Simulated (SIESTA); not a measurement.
Runs of SIESTA 5.4.2 on MnS. The structure is cubic, space group Fm-3m (No. 225). The conventional cell has a = 5.209 Å, b = 5.209 Å, c = 5.209 Å, α = 90.00°, β = 90.00°, γ = 90.00°. Mn (site symmetry m-3m) has 6 S at 2.60 Å as nearest neighbours. Around S (site symmetry m-3m) lie 6 Mn at 2.60 Å. 

| level | U | gap on the mesh (eV) | pressure (GPa) | moment (μB) |
| --- | --- | --- | --- | --- |
| PBEsol+U | Mn d U = 4 eV | 0.78 | (b) | 5.00 |
| PBEsol | - | none | (c) | (a) |
| PBEsol+U | Mn d U = 6 eV | 1.45 | 3.8 | 5.00 |
| PBEsol+U | Mn d U = 2 eV | none | -0.7 | 4.97 |

Alike in all rows: task density of states; potentials or basis PseudoDojo 0.4 standard (PBEsol files), DZP (energy shift 0.003 Ry; two zetas on semicore shells); spin collinear, ferromagnetic start; cell as given; k mesh 7 × 7 × 7; smearing fermi-dirac 0.05 eV; grid cutoff 800 Ry; energy shift 0.003 Ry.

**Question.** Fill in the values left out.

**Answer.** (a) 4.71; (b) 1.9; (c) -6.5.

Caveats: short orbitals over semicore shells can move pressures by several GPa; the basis of atomic orbitals isn't converged, which shifts pressures, moduli and gaps; a cell with one magnetic atom can't hold antiferromagnetic order, which such compounds often take; an odd mesh through Γ misses points on the zone boundary, where band edges often lie (some runs); semilocal functionals often make such compounds metallic where correlation or magnetic order opens a gap, which also shifts bond lengths (some runs).

A gap of «none» marks a metal or a gap under the smearing width.

Runs at the PBE level aren't shown here.
